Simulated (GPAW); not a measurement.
# N (P6_3/mmc) in GPAW: convergence with plane-wave cutoff (eV)

Aim: find how far plane-wave cutoff (eV) must go before the results for N settle, at r2SCAN. This setting moves, with any that are tied to it; all else stays.

All numbers are computed with GPAW 26.7.0; they aren't measurements. Logs are shortened: lines on timing, memory, paths and dates and some standing lists are left out, and cuts for length are marked. The log counts tension as positive stress, the text compression.

### 1 The crystal as given

It takes space group P6_3/mmc (No. 194, hexagonal). The conventional cell has a = 2.519 Å, b = 2.519 Å, c = 2.446 Å, α = 90.00°, β = 90.00°, γ = 120.00°. Around N (site symmetry -6m2) lie 6 N at 1.90 Å.

The real solid is made of molecules; this cell is a model form.

### 2 With plane-wave cutoff (eV) 300

Contents of run.py:

```python
from ase import Atoms
from ase.dft.bandgap import bandgap
from ase.io import write
from ase.units import GPa
from gpaw import GPAW, PW

atoms = Atoms(['N', 'N'],
              cell=[[2.5194737886, 0.0, 0.0],
                    [-1.2597368943, 2.1819283051, 0.0],
                    [0.0, 0.0, 2.446002]],
              scaled_positions=[[0.3333333333, 0.6666666667, 0.75],
                                [0.6666666667, 0.3333333333, 0.25]],
              pbc=True)

calc = GPAW(mode=PW(300),
            xc='MGGA_X_R2SCAN+MGGA_C_R2SCAN',
            kpts={'size': (9, 9, 8), 'gamma': True},
            occupations={'name': 'fermi-dirac', 'width': 0.05},
            nbands=13,
            convergence={'density': 1e-05, 'energy': 1e-05},
            maxiter=100,
            txt='gpaw.txt')
atoms.calc = calc
energy = atoms.get_potential_energy()
forces = atoms.get_forces()
stress = atoms.get_stress()
calc.write('gs.gpw')
write('result.traj', atoms)
print(f'Energy: {energy:.6f} eV')
print('Forces (eV/A):')
print(forces.round(4))
print('Stress (GPa):', (stress / GPa).round(3))
print('Fermi level:', round(calc.get_fermi_level(), 4), 'eV')
print(f'Gap: {bandgap(calc)[0]:.4f} eV, direct: {bandgap(calc, direct=True)[0]:.4f} eV')
```

Potentials or basis: GPAW PAW data sets (gpaw-data 1.2.1), pw.

Started as:

```console
$ OMP_NUM_THREADS=1 python run.py
```

It took 15 s on 1 thread of Arm Neoverse V1, shared host; peak memory 0.13 GiB.

Results:

```
Free energy            : -1.7389 eV
Pressure               : -180.9 GPa
Band gap on the k mesh : none (metal or under the smearing width)
```

### 3 With plane-wave cutoff (eV) 350

run.py, as its differences from that of step 2:

```diff
@@ -14,3 +14,3 @@
 
-calc = GPAW(mode=PW(300),
+calc = GPAW(mode=PW(350),
             xc='MGGA_X_R2SCAN+MGGA_C_R2SCAN',
```

Potentials or basis: GPAW PAW data sets (gpaw-data 1.2.1), pw.

Started as:

```console
$ OMP_NUM_THREADS=1 python run.py
```

Wall time 17 s (1 thread of Arm Neoverse V1, shared host); peak memory 0.13 GiB.

Results:

* Free energy: -5.7091 eV
* Pressure: -131.0 GPa
* Band gap on the k mesh: none (metal or under the smearing width)

### 4 With plane-wave cutoff (eV) 400

run.py, as its differences from that of step 3:

```diff
@@ -14,3 +14,3 @@
 
-calc = GPAW(mode=PW(350),
+calc = GPAW(mode=PW(400),
             xc='MGGA_X_R2SCAN+MGGA_C_R2SCAN',
```

Started as:

```console
$ OMP_NUM_THREADS=1 python run.py
```

It took 16 s on 1 thread of Arm Neoverse V1, shared host; peak memory 0.14 GiB.

Results:

* Free energy: -7.8201 eV
* Pressure: -92.1 GPa
* Band gap on the k mesh: none (metal or under the smearing width)

### 5 With plane-wave cutoff (eV) 500

run.py, as its differences from that of step 4:

```diff
@@ -14,3 +14,3 @@
 
-calc = GPAW(mode=PW(400),
+calc = GPAW(mode=PW(500),
             xc='MGGA_X_R2SCAN+MGGA_C_R2SCAN',
```

Started as:

```console
$ OMP_NUM_THREADS=1 python run.py
```

Run time: 23 s. Hardware: 1 thread of Arm Neoverse V1, shared host; peak memory 0.14 GiB.

Results:

```yaml
Free_energy: -9.7048 eV
Pressure: -42.6 GPa
Band_gap_on_the_k_mesh: none (metal or under the smearing width)
```

### 6 With plane-wave cutoff (eV) 600

run.py, as its differences from that of step 5:

```diff
@@ -14,3 +14,3 @@
 
-calc = GPAW(mode=PW(500),
+calc = GPAW(mode=PW(600),
             xc='MGGA_X_R2SCAN+MGGA_C_R2SCAN',
```

Potentials or basis: GPAW PAW data sets (gpaw-data 1.2.1), pw.

Started as:

```console
$ OMP_NUM_THREADS=1 python run.py
```

It took 26 s on 1 thread of Arm Neoverse V1, shared host; peak memory 0.15 GiB.

Results (log left out):

```
Free energy            : -10.4528 eV
Pressure               : -11.9 GPa
Band gap on the k mesh : none (metal or under the smearing width)
```

### 7 With plane-wave cutoff (eV) 700

run.py, as its differences from that of step 6:

```diff
@@ -14,3 +14,3 @@
 
-calc = GPAW(mode=PW(600),
+calc = GPAW(mode=PW(700),
             xc='MGGA_X_R2SCAN+MGGA_C_R2SCAN',
```

Started as:

```console
$ OMP_NUM_THREADS=1 python run.py
```

Run time: 28 s. Hardware: 1 thread of Arm Neoverse V1, shared host; peak memory 0.15 GiB.

Results (log left out):

```
Free energy            : -10.6705 eV
Pressure               : 0.0 GPa
Largest force          : 0.003 eV/Å
Band gap on the k mesh : none (metal or under the smearing width)
```

### 8 With plane-wave cutoff (eV) 800

run.py, as its differences from that of step 7:

```diff
@@ -14,3 +14,3 @@
 
-calc = GPAW(mode=PW(700),
+calc = GPAW(mode=PW(800),
             xc='MGGA_X_R2SCAN+MGGA_C_R2SCAN',
```

Started as:

```console
$ OMP_NUM_THREADS=1 python run.py
```

It took 45 s on 1 thread of Arm Neoverse V1, shared host; peak memory 0.16 GiB.

It converged, with:

* Free energy: -10.7196 eV
* Pressure: 3.4 GPa
* Band gap on the k mesh: none (metal or under the smearing width)

### 9 With plane-wave cutoff (eV) 1000

run.py, as its differences from that of step 8:

```diff
@@ -14,3 +14,3 @@
 
-calc = GPAW(mode=PW(800),
+calc = GPAW(mode=PW(1000),
             xc='MGGA_X_R2SCAN+MGGA_C_R2SCAN',
```

Potentials or basis: GPAW PAW data sets (gpaw-data 1.2.1), pw.

Started as:

```console
$ OMP_NUM_THREADS=1 python run.py
```

Wall time 51 s (1 thread of Arm Neoverse V1, shared host); peak memory 0.17 GiB.

It converged, with:

```
Free energy            : -10.7385 eV
Pressure               : 4.9 GPa
Band gap on the k mesh : none (metal or under the smearing width)
```

### 10 With plane-wave cutoff (eV) 1200

run.py, as its differences from that of step 9:

```diff
@@ -14,3 +14,3 @@
 
-calc = GPAW(mode=PW(1000),
+calc = GPAW(mode=PW(1200),
             xc='MGGA_X_R2SCAN+MGGA_C_R2SCAN',
```

Potentials or basis: GPAW PAW data sets (gpaw-data 1.2.1), pw.

Started as:

```console
$ OMP_NUM_THREADS=1 python run.py
```

gpaw.txt:

```text
__  _  _
 | _ |_)|_||  |
 |__||  | ||/\| - 26.7.0

Input parameters:
  mode=PW(ecut=1200.0),
  convergence={'density': 1e-05, 'energy': 1e-05},
  kpts=MonkhorstPack(size=(9, 9, 8), gamma=True),
  maxiter=100,
  nbands=13,
  occupations=Occupations(name='fermi-dirac', width=0.05),
  xc=XC(name='MGGA_X_R2SCAN+MGGA_C_R2SCAN')

Diagonalizing LCAO Hamiltonian
Converting LCAO to pw mode

        N
          N

Atoms  # Å, Bohr magnetons
|   | symbol |         x |        y |        z |    initial magnetic moments |
|---|--------|-----------|----------|----------|-----------------------------|
| 0 |      N | -0.000000 | 1.454619 | 1.834502 | ( 0.0000,  0.0000,  0.0000) |
| 1 |      N |  1.259737 | 0.727309 | 0.611501 | ( 0.0000,  0.0000,  0.0000) |

Unit cell  # Å
| periodic |         x |        y |        z |  lengths |     angles |
|----------|-----------|----------|----------|----------|------------|
|      yes |  2.519474 | 0.000000 | 0.000000 | 2.519474 |  90.000000 |
|      yes | -1.259737 | 2.181928 | 0.000000 | 2.519474 |  90.000000 |
|      yes |  0.000000 | 0.000000 | 2.446002 | 2.446002 | 120.000000 |

Number of symmetries: 12
Symmetry operations  # r_c * U_cc + t_c -> r_c
|    | kind |            matrix            |
|----|------|------------------------------|
|  0 |  σ   |  1, 1, 0,  0,-1, 0,  0, 0, 1 |
|  1 |  S6  |  1, 1, 0, -1, 0, 0,  0, 0,-1 |
|  2 |  E   |  1, 0, 0,  0, 1, 0,  0, 0, 1 |
|  3 |  C2  |  1, 0, 0, -1,-1, 0,  0, 0,-1 |
|  4 |  C2  |  0, 1, 0,  1, 0, 0,  0, 0,-1 |
|  5 |  C3  |  0, 1, 0, -1,-1, 0,  0, 0, 1 |
|  6 |  S6  |  0,-1, 0,  1, 1, 0,  0, 0,-1 |
|  7 |  σ   |  0,-1, 0, -1, 0, 0,  0, 0, 1 |
|  8 |  σ   | -1, 0, 0,  1, 1, 0,  0, 0, 1 |
|  9 |  i   | -1, 0, 0,  0,-1, 0,  0, 0,-1 |
| 10 |  C3  | -1,-1, 0,  1, 0, 0,  0, 0, 1 |
| 11 |  C2  | -1,-1, 0,  0, 1, 0,  0, 0,-1 |

BZ-sampling:
  Number of BZ points: 648
  Number of IBZ points: 81

  Monkhorst-Pack size: [9, 9, 8]
  Monkhorst-Pack shift: [0.0, 0.0, 0.0625]

K-points  # in reciprocal-cell coordinates
|     |                                coordinates |     weight |
|-----|--------------------------------------------|------------|
|   0 | (  0.00000000,   0.00000000,   0.00000000) | 0.00154321 |
|   1 | (  0.00000000,   0.00000000,   0.12500000) | 0.00308642 |
|   2 | (  0.00000000,   0.00000000,   0.25000000) | 0.00308642 |
|   3 | (  0.00000000,   0.00000000,   0.37500000) | 0.00308642 |
|   4 | (  0.00000000,   0.00000000,   0.50000000) | 0.00154321 |
|   5 | (  0.11111111,   0.00000000,  -0.37500000) | 0.00925926 |
|   6 | (  0.11111111,   0.00000000,  -0.25000000) | 0.00925926 |
|   7 | (  0.11111111,   0.00000000,  -0.12500000) | 0.00925926 |
|   8 | (  0.11111111,   0.00000000,   0.00000000) | 0.00925926 |
|   9 | (  0.11111111,   0.00000000,   0.12500000) | 0.00925926 |
| ... |                                            |            |
|  80 | (  0.44444444,   0.44444444,   0.50000000) | 0.00925926 |

Plane wave coefficients: 1310
Cutoff: 1200.0 eV

Spin-components: 1 (collinear spins)
Bands:           13
Projectors:      10
Spin-degeneracy: 2
Datatype:        complex128

Parallelization:
  kpt:    1
  domain: 1
  band:   1

Density:
  Valence electrons: 10.0
  Components: 1
  Grid points: [21 21 20]
  Charge: 0.0  # |e|

Potential:
  Grid points: [21 21 20]

species:
  N:
    name:    Nitrogen
    Z:       7.0
    valence: 5
    core:    2
    charge:  0.0  # [|e|]
    compensation charges:
      type: gauss
      rc: 0.18  # [Å]
      lmax: 2
    cutoffs:
      filter: 1.11  # [Å]
      core: 0.96  # [Å]
    projectors
    | kind |    occ | energy [eV] | rcut [Å] |
    |------|--------|-------------|----------|
    |   2s |  2.000 |     -18.583 |    0.603 |
    |   2p |  3.000 |      -7.089 |    0.529 |
    |    s |        |       8.629 |    0.603 |
    |    p |        |      20.123 |    0.529 |
    |    d |        |       0.000 |    0.577 |

    Using partial waves for N as LCAO basis

Reference energy: -2963.443008  # eV

eigensolver:
  PPCG
  Converge bands: occupied
  niter=2

density mixing:
  MSR1-Mixer
  Pratt-step length: 0.05
  Maximum mixing coefficient: 0.75
  Old densities: 10
  SVD Regularization: 0.005
  Good broyden scale: 1.0
  Trust region scale: 1.0
  Backstep threshold: 4.0
  History deletion threshold: 6.0
  Fourier metric: weight=20.0, sigma=0.015

occupation numbers:
  Fermi-Dirac:
    width: 0.0500  # eV

poisson solver:
  ecut: 9600.0  # eV

xc functional:
  name: MGGA_X_R2SCAN+MGGA_C_R2SCAN with 2 nearest neighbor stencil

convergence criteria:
- Maximum integral of absolute [dens]ity change: 1e-05 electrons / valence electron
- Maximum [total energy] change in last 3 cyles: 1e-05 eV / valence electron
- Maximum integral of absolute [eigenst]ate change: 4e-08 eV^2 / valence electron
maximum number of iterations: 100

SCF iterations
|iter     | |      energy | eigst |  dens |
|---------|-|-------------|-------|-------|
|iter:   1| |  -15.202153 | +0.06 |       |
|iter:   2| |  -10.708869 | -1.65 | -1.44 |
|iter:   3| |  -10.748397 | -2.43 | -1.44 |
|iter:   4| |  -10.778210 | -2.99 | -1.65 |
|iter:   5| |  -10.743809 | -2.84 | -1.55 |
|iter:   6| |  -10.739534 | -3.35 | -2.00 |
|iter:   7| |  -10.739554 | -5.66 | -3.09 |
|iter:   8| |  -10.739562c| -6.18 | -3.41 |
|iter:   9| |  -10.739563c| -7.62c| -4.20 |
|iter:  10| |  -10.739563c| -8.79c| -5.51c|

Converged in 10 steps
Energy contributions relative to reference atoms: (reference = -2963.443008)

Energy contributions:
  Kinetic:           7.916445
  Coulomb:          -8.143466
  Zero:              0.188061
  External:          0.000000
  Xc:              -10.697621
  Entropy:          -0.005964
  Spinorbit:         0.000000
  ----------------------------
  Free energy:     -10.742545
  Extrapolated:    -10.739563

dipole moment: (0.000000, 0.000000, 0.000000)  # |e|*Ang

Fermi level: 9.014
Eigenvalues  # (at kpt = [0.000, 0.000, 0.000])
| band index |      eig [eV] | occ [0-2] |
|------------|---------------|-----------|
|          0 |       -14.243 |     2.000 |
|          1 |         2.676 |     2.000 |
|          2 |         3.963 |     2.000 |
|          3 |         6.478 |     2.000 |
|          4 |         6.478 |     2.000 |
|          5 |        12.025 |     0.000 |
|          6 |        12.025 |     0.000 |
|          7 |        15.667 |     0.000 |
|          8 |        24.652 |     0.000 |
|          9 |        28.176 |     0.000 |
|         10 |        35.675 |     0.000 |
|         11 |        35.675 |     0.000 |
|         12 |        46.138 |     0.000 |

No gap
No difference between direct/indirect transitions

Forces  # eV/Ang
|       x |       y |        z |
|---------|---------|----------|
| 0.00000 | 0.00000 | -0.00000 |  # N    0
| 0.00000 | 0.00000 |  0.00000 |  # N    1

Stress tensor  # eV/Ang^3
|         x |         y |         z |
|-----------|-----------|-----------|
| -0.057057 | -0.000000 |  0.000000 |
| -0.000000 | -0.057057 | -0.000000 |
|  0.000000 | -0.000000 |  0.021373 |

# Writing to gs.gpw (mode='')
```

stdout:

```text
Energy: -10.739563 eV
Forces (eV/A):
[[ 0.  0. -0.]
 [ 0.  0.  0.]]
Stress (GPa): [-9.141 -9.141  3.424 -0.     0.    -0.   ]
Fermi level: 9.0135 eV
Gap: 0.0000 eV, direct: 0.0000 eV
```

Run time: 73 s. Hardware: 1 thread of Arm Neoverse V1, shared host; peak memory 0.18 GiB.

Results:

```yaml
Free_energy: -10.7425 eV
Pressure: 5.0 GPa
Band_gap_on_the_k_mesh: none (metal or under the smearing width)
```

### 11 Result

```
plane-wave cutoff (eV)  energy less the tightest run, at zero smearing (meV/atom)  pressure (GPa)  largest force (eV/Å)  SCF cycles  CPU time (s)  peak memory (GiB)
                   300                                                    4502.12         -180.92                 0.000          10            15               0.13
                   350                                                    2516.86         -131.04                 0.000          10            17               0.13
                   400                                                    1461.50          -92.07                 0.000          10            16               0.14
                   500                                                     518.90          -42.61                 0.000          10            23               0.14
                   600                                                     144.83          -11.92                 0.000          11            26               0.15
                   700                                                      36.02           -0.05                 0.003          10            28               0.15
                   800                                                      11.49            3.44                 0.000          10            45               0.16
                  1000                                                       2.02            4.90                 0.000          10            51               0.17
                  1200                                                       0.00            4.95                 0.000          10            73               0.18
```

Against the tightest run, the pressure stays within 0.1 GPa from 1000 on; the largest force stays within 0.005 eV/Å from 300 on. Not settled before the last step: the energy (to 1 meV/atom). The tightest run that finished is the yardstick and may itself not be fully converged.

Caveats: the PAW data sets were made with another functional, which shifts forces and pressure a little.
